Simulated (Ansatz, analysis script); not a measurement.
# Free-standing triangular Ti monolayer, spacing 2.904 Å: energy against the total moment

Wanted: E(M), the field that holds each moment, and the spin susceptibility of a free-standing triangular Ti monolayer, spacing 2.904 Å.

Program: Ansatz 0.2.0. Level of theory: PBE, PAW set soft_2. Results are calculated unless marked as measured.

This is a report of a sequence of runs, with most program output left out.

## (1) The starting structure

The cell holds 1 atom: 1 Ti. Its edges and angles: a = 2.904 Å, b = 2.904 Å, c = 14.000 Å, α = 90.0°, β = 90.0°, γ = 120.0°. An idealised lattice of chosen spacing, in vacuum. Vacuum lies along c.

## (2) The collinear state

First a free collinear run, to see which state the typed moments lead to.

Contents of input.yaml:

```yaml
crystal:
  lattice:
    - [2.904, 0.0, 0.0]
    - [-1.452, 2.514938, 0.0]
    - [0.0, 0.0, 14.0]
  atoms:
    - { symbol: Ti, position: [0.0, 0.0, 0.5], spin: 1.0 }
magnetization:
  spin_polarized: true
kpoints:
  mp_grid: { grid: [11, 11, 1] }
hamiltonian:
  xc: pbe
scf:
  occupations: { method: fermi_dirac, width: 0.1 }
  max_iter: 120
  convergence: { dr2_threshold: 1.0e-08 }
output:
  write_density: true
  write_potential: true
  elf: true
  volumetric_format: npy
```

Run with:

```console
ansatz run input.yaml --threads 1 --pin off --max-ram 3072MiB --backend cpu --events-out ev --progress --plain --runs-dir out
```

Run time: 9.1 s. Hardware: 1 thread of Arm Neoverse V1, shared host; peak memory 0.35 GiB.

Spin moment in the atom's sphere by atom:

```tsv
atom	spin moment in the atom's sphere (μB)
Ti1	1.10
```

The run ends ferromagnetic, with a net moment of 1.73 μB a cell. With one Ti atom carrying the moment, parallel order of its images is forced by the cell, not found.

Spin density in the ca plane at fractional y = 0.000, with atoms of Ti within 0.2 Å of it.

Ten even steps from '0' (0.00 e/Å³) to '9' (0.78 e/Å³), each cell a mean:
```
0000000000000000002674100000000000000000
0000000000000000001222100000000000000000
0000000000000000000000000000000000000000
0000000000000000000000000000000000000000
0000000000000000000000000000000000000000
0000000000000000000111000000000000000000
0000000000000000002453100000000000000000
0000000000000000002795100000000000000000
```
Columns run along c (14.0 Å), rows up along a (2.9 Å). Atoms in or near the plane, at fractional coordinates: Ti at (0.50, 0.00).

Valence density in the ca plane at fractional y = 0.000, with atoms of Ti within 0.2 Å of it. It is the smooth field of the valence electrons, not physical close to the nuclei.

Ten steps, logarithmic in the rise over the least value, from '0' (0.00 × 1e0 e/Å³) to '9' (9.78 × 1e0 e/Å³), each cell a mean:
```
0000000000000000136998510000000000000000
0000000000000000124676310000000000000000
0000000000000000112333210000000000000000
0000000000000000112222110000000000000000
0000000000000000112222110000000000000000
0000000000000000113554210000000000000000
0000000000000000126887410000000000000000
0000000000000000137999510000000000000000
```
Columns run along c (14.0 Å), rows up along a (2.9 Å). Atoms in or near the plane, at fractional coordinates: Ti at (0.50, 0.00).

ELF in the ca plane at fractional y = 0.000, with atoms of Ti within 0.2 Å of it. It is the smooth field of the valence electrons, not physical close to the nuclei.

Values, 5 rows by 16 columns, each cell a mean:
```
0.00 0.00 0.00 0.01 0.03 0.11 0.08 0.45 0.49 0.11 0.12 0.05 0.01 0.00 0.00 0.00
0.00 0.00 0.00 0.01 0.05 0.21 0.31 0.22 0.24 0.28 0.26 0.07 0.01 0.00 0.00 0.00
0.00 0.00 0.00 0.01 0.06 0.27 0.49 0.34 0.30 0.48 0.34 0.09 0.01 0.00 0.00 0.00
0.00 0.00 0.00 0.01 0.04 0.17 0.21 0.28 0.35 0.18 0.21 0.06 0.01 0.00 0.00 0.00
0.00 0.00 0.00 0.01 0.03 0.09 0.06 0.45 0.42 0.11 0.09 0.04 0.01 0.00 0.00 0.00
```
Columns run along c (14.0 Å), rows up along a (2.9 Å). Atoms in or near the plane, at fractional coordinates: Ti at (0.50, 0.00).

## (3) Denser mesh

Levels at the Fermi energy are partly filled, so moments and energy differences can hang on the k-mesh, and the state is solved again on a denser one.

input.yaml, the sections that differ from step 2:

```yaml
crystal:
  lattice:
    - [2.904, 0.0, 0.0]
    - [-1.452, 2.514938, 0.0]
    - [0.0, 0.0, 14.0]
  atoms:
    - { symbol: Ti, position: [0.0, 0.0, 0.5], spin: 1.1 }
kpoints:
  mp_grid: { grid: [21, 21, 1] }
basis:
  ecutwfc: 420.0
checkpoint:
  read: start
  write: ck
  compress: false
  write_wavefunctions: false
  write_every: 100000
# magnetization, hamiltonian, scf: as in step 2
# output: removed
```

The job ended after 23 s (1 thread; peak memory 0.49 GiB).

Spin moment in the atom's sphere by atom:

```tsv
atom	spin moment in the atom's sphere (μB)
Ti1	1.15
```

The run ends ferromagnetic, with a net moment of 1.80 μB a cell, against 1.73 μB on the first mesh.

## (4) Without spin

The state without spin is the zero of E(M).

input.yaml, the sections that differ from step 3:

```yaml
crystal:
  lattice:
    - [2.904, 0.0, 0.0]
    - [-1.452, 2.514938, 0.0]
    - [0.0, 0.0, 14.0]
  atoms:
    - { symbol: Ti, position: [0.0, 0.0, 0.5] }
# kpoints, hamiltonian, scf, basis: as in step 3
# magnetization: removed
# checkpoint: removed
```

Run time: 2.5 s. Hardware: 1 thread; peak memory 0.32 GiB.

The free collinear run lies 37.8 meV below it.

## (5) Without spin, levels printed

Edit input.yaml of step 4 so:

```diff
@@ -17 +17,3 @@
   ecutwfc: 420.0
+output:
+  eigenvalues: true
```

Elapsed: 2.7 s, on 1 thread; peak memory 0.32 GiB.

## (6) Total moment fixed at 0.26 μB

Two Fermi levels, one a spin, hold the total moment exactly, which reaches states that a free run would leave.

input.yaml, the sections that differ from step 5:

```yaml
crystal:
  lattice:
    - [2.904, 0.0, 0.0]
    - [-1.452, 2.514938, 0.0]
    - [0.0, 0.0, 14.0]
  atoms:
    - { symbol: Ti, position: [0.0, 0.0, 0.5], spin: 0.26 }
magnetization:
  spin_polarized: true
  initial_magnetization: 0.26
  spin_locking: { lock_magnetization: hard }
# kpoints, hamiltonian, scf, basis: as in step 5
# output: removed
```

Elapsed: 7.5 s, on 1 thread; peak memory 0.38 GiB.

The energy is -1.67 meV from the state without spin, and the largest site carries 0.149 μB.

## (7) Total moment fixed at 0.519 μB

input.yaml, the sections that differ from step 6:

```yaml
crystal:
  lattice:
    - [2.904, 0.0, 0.0]
    - [-1.452, 2.514938, 0.0]
    - [0.0, 0.0, 14.0]
  atoms:
    - { symbol: Ti, position: [0.0, 0.0, 0.5], spin: 0.519 }
magnetization:
  spin_polarized: true
  initial_magnetization: 0.519
  spin_locking: { lock_magnetization: hard }
# kpoints, hamiltonian, scf, basis: as in step 6
```

Run time: 7.1 s. Hardware: 1 thread; peak memory 0.38 GiB.

The energy is -6.46 meV from the state without spin, and the largest site carries 0.302 μB.

## (8) Total moment fixed at 1.298 μB

input.yaml, the sections that differ from step 7:

```yaml
crystal:
  lattice:
    - [2.904, 0.0, 0.0]
    - [-1.452, 2.514938, 0.0]
    - [0.0, 0.0, 14.0]
  atoms:
    - { symbol: Ti, position: [0.0, 0.0, 0.5], spin: 1.298 }
magnetization:
  spin_polarized: true
  initial_magnetization: 1.298
  spin_locking: { lock_magnetization: hard }
# kpoints, hamiltonian, scf, basis: as in step 7
```

It took 6.6 s on 1 thread; peak memory 0.38 GiB.

The energy is -30.8 meV from the state without spin, and the largest site carries 0.804 μB.

## (9) Total moment fixed at 2.336 μB

input.yaml, the sections that differ from step 8:

```yaml
crystal:
  lattice:
    - [2.904, 0.0, 0.0]
    - [-1.452, 2.514938, 0.0]
    - [0.0, 0.0, 14.0]
  atoms:
    - { symbol: Ti, position: [0.0, 0.0, 0.5], spin: 2.336 }
magnetization:
  spin_polarized: true
  initial_magnetization: 2.336
  spin_locking: { lock_magnetization: hard }
# kpoints, hamiltonian, scf, basis: as in step 8
```

Wall time 6.6 s (1 thread); peak memory 0.39 GiB.

The energy is -12 meV from the state without spin, and the largest site carries 1.53 μB.

The other 5 runs of this kind were made alike; their results stand in the table below.

## (10) No field, tight threshold

A field gives a second route to the same curve. A thousand tesla shift each spin by 58 meV, and the threshold is tightened so that small induced moments are resolved.

input.yaml, the sections that differ from step 9:

```yaml
crystal:
  lattice:
    - [2.904, 0.0, 0.0]
    - [-1.452, 2.514938, 0.0]
    - [0.0, 0.0, 14.0]
  atoms:
    - { symbol: Ti, position: [0.0, 0.0, 0.5], spin: 1.15 }
magnetization:
  spin_polarized: true
scf:
  occupations: { method: fermi_dirac, width: 0.1 }
  max_iter: 120
  convergence: { dr2_threshold: 1.0e-10 }
# kpoints, hamiltonian, basis: as in step 9
```

Wall time 24 s (1 thread); peak memory 0.48 GiB.

The net moment is 1.80 μB a cell.

## (11) Field of 1000 T

Edit input.yaml of step 10 so:

```diff
@@ -9,2 +9,3 @@
   spin_polarized: true
+  magnetic_field: 1000.0
 kpoints:
```

Run time: 18 s. Hardware: 1 thread; peak memory 0.48 GiB.

The net moment is 2.15 μB a cell.

The other 3 runs of this kind were made alike; their results stand in the table below.

## (12) Side runs that gave no result

| changed | outcome |
| --- | --- |
| scf.mixing | cut off at the time limit |

## (13) Analysis

The energy less the state without spin by total moment:

```tsv
total moment (μB/cell)	energy less the state without spin (meV/cell)
0.000	0
0.260	-1.67
0.519	-6.46
0.779	-13.9
1.038	-22.7
1.298	-30.8
1.557	-36.1
1.817	-37.8
2.076	-33.8
2.336	-12.0
```

The field that holds a moment is half the difference of the two Fermi levels over μB.

Table of field that holds the moment by total moment:

```tsv
total moment (μB/cell)	field that holds the moment (T)
0.260	-219
0.519	-414
0.779	-558
1.038	-594
1.298	-459
1.557	-239
1.817	26.3
2.076	617
2.336	2600
```

The total moment by field:

```tsv
field (T)	total moment (μB/cell)
0	1.80
100	1.87
200	1.92
500	2.04
1000	2.16
```

A Landau fit E = a2 M² + a4 M⁴ + a6 M⁶ (meV, μB) and the Stoner form E ≈ M² (1/2N − I/4), with the slope taken at the first fixed moment:

Read from the output:

```
density of states at the Fermi level, no spin : 3.898 states/eV/cell, both spins, broadened by the smearing
Landau coefficients a2, a4, a6                : -24.17, 3.378, 0.1158 meV/μB², meV/μB^4, meV/μB^6
r.m.s. miss of the Landau fit                 : 0.7576 meV
Stoner parameter I                            : 0.6108 eV, of the cell
I·N/2                                         : 1.190 I N / 2 from the slope at the first moment; over 1: unstable to a moment
```

## (14) Outcome

| Property | Result |
| --- | --- |
| state of the free run | ferromagnetic |
| net moment of the free run | 1.80 μB |
| energy of the free run from the state without spin | -37.8 meV a cell |
| lowest of the fixed moments tried | M = 1.817 μB, -37.8 meV |
| dM/dB between 0 and 100 T | 0.708 μB a cell per 1000 T |

What this shows: At this level the system is magnetic: the free run keeps 1.15 μB on the largest site. No other order was typed. Among the fixed moments, E(M) falls 37.8 meV below the state without spin and is lowest near 1.817 μB on this grid. I·N/2 = 1.2 is over 1, so the state without spin is unstable to a uniform moment. The field acts on spins alone. The 14 fixed-moment and field runs took 2.7 min of wall time, added up. Energies are free energies at a smearing of 0.1 eV, and with partly filled levels differences shift, at times strongly, as the smearing goes to zero. The cell was taken as built, with atoms unrelaxed.

[Logs and program files are shortened in this print: banners, set-up blocks, solver, clock and traceback lines can be left out without a mark of their own.]

[Logs are printed without paths, hosts, clocks, repeated set-up lines and the standing remarks that a program may print on its own settings, such as how far it seeks lower states.]

[Hosts, paths, dates, database ids (printed as entryN), source tags and the programs' standing remarks are cut or masked in the printed files.]
